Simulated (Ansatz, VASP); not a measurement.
Given: the input of a run of Ansatz 0.2.0 on TlCl.

File input.yaml:

```yaml
crystal:
  lattice:
    - [3.7557331408, 0.0, 0.0]
    - [0.0, 3.7557331408, 0.0]
    - [0.0, 0.0, 3.7557331408]
  atoms:
    - { symbol: Tl, position: [0.0, 0.0, 0.0] }
    - { symbol: Cl, position: [0.5, 0.5, 0.5] }
hamiltonian:
  xc: pbe
  pseudopotentials: { kind: paw }
kpoints:
  mp_grid: { grid: [7, 7, 7] }
scf:
  occupations: { method: fermi_dirac, width: 0.05 }
output:
  forces: true
  stress: true
  eigenvalues: true
```

Potentials or basis: Ansatz PAW.

Command:

```sh
$ ansatz run input.yaml --threads 1 --pin off --max-ram 3584MiB --backend cpu --events-out ev --progress --plain --runs-dir out
```

Question: Translate it to VASP 6.6.1. Potentials there: VASP PAW PBE potentials, release 64 (Tl_d, Cl).

Answer: As run (the cutoff follows the program's own potentials):

Contents of INCAR:

```
SYSTEM = TlCl
PREC = Accurate
ENCUT = 520
EDIFF = 1E-7
ISMEAR = -1
SIGMA = 0.05
LREAL = .FALSE.
LASPH = .TRUE.
NELM = 60
ALGO = Normal
ISIF = 2
LWAVE = .FALSE.
LCHARG = .FALSE.
GGA = PE
NBANDS = 17
```

The input KPOINTS:

```
regular mesh
0
G
  7 7 7
  0 0 0
```

Contents of POSCAR:

```
TlCl
1.0
    3.7557331408      0.0000000000      0.0000000000
    0.0000000000      3.7557331408      0.0000000000
    0.0000000000      0.0000000000      3.7557331408
Tl Cl
1 1
Direct
    0.0000000000      0.0000000000      0.0000000000
    0.5000000000      0.5000000000      0.5000000000
```

Potentials or basis: VASP PAW PBE potentials, release 64 (Tl_d, Cl).

Command:

```bash
$ cat potpaw_PBE.64/Tl_d/POTCAR potpaw_PBE.64/Cl/POTCAR > POTCAR
$ mpirun -np 1 vasp_std > vasp.out
```

Both were run:

|  | VASP | Ansatz | Ansatz less VASP |
| --- | --- | --- | --- |
| gap on the k mesh at the Fermi level (eV) | 2.46 | 2.45 | -0.006 |
| least direct gap on the mesh (eV) | 2.46 | 2.45 | -0.006 |
| pressure (GPa) | 3.2 | 3.3 | +0.09 |

Caveats: spin-orbit coupling is left out, which as a rule narrows the gap of such compounds by several tenths of an eV; an odd mesh through Γ misses points on the zone boundary, where band edges often lie (VASP); odd divisions of the mesh miss points on the zone boundary, where band edges often lie, so the gap on the mesh can be too wide (Ansatz).
